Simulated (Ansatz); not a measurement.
Zincblende SnTe, relaxed with r2SCAN in Ansatz. The symmetry is F-43m (No. 216, cubic); a = 7.168 Å in the conventional setting, 46.04 Å³ an atom. Sn is surrounded by 4 Te at 3.10 Å; Te is surrounded by 4 Sn at 3.10 Å.

The axes x, y and z are those of this cell:
```
CELL_PARAMETERS angstrom
0.00000 3.58398 3.58398
3.58398 0.00000 3.58398
3.58398 3.58398 0.00000
ATOMIC_POSITIONS crystal
Sn 0.00000 0.00000 0.00000
Te 0.25000 0.25000 0.25000
```

Unstrained: With HSE06 the valence top lies at W and the conduction bottom at X, 0.307 eV higher; the smallest vertical gap, at X, is 1.133 eV. Meshes: HSE06 4×4×4. Strains are changes of length per length, and xy shears are angles. After each strain the atoms were relaxed again with r2SCAN within the symmetry that the strain leaves, so tilts or polar shifts that break it weren't tested; points keep the names that they have in the unstrained zone. Simulation only: spin-unpolarised, and no claim that this is the phase found in nature.

Question: Apply isotropic -1.14 % on every length. How far does the gap move, against the unstrained cell?

Answer: HSE06: the gap goes from 0.307 to 0.182 eV (-0.125 eV).

Question: Apply xy shear, engineering strain (angle) -0.47 %. How far does the gap move, against the unstrained cell?

Answer: HSE06: the gap goes from 0.307 to 0.307 eV (0.000 eV).

No spin-orbit coupling is included; it can move band edges with weight on the heavy atoms by tenths of an eV.

The meshes of the hybrids are coarse, so their gaps aren't converged to the digits shown.
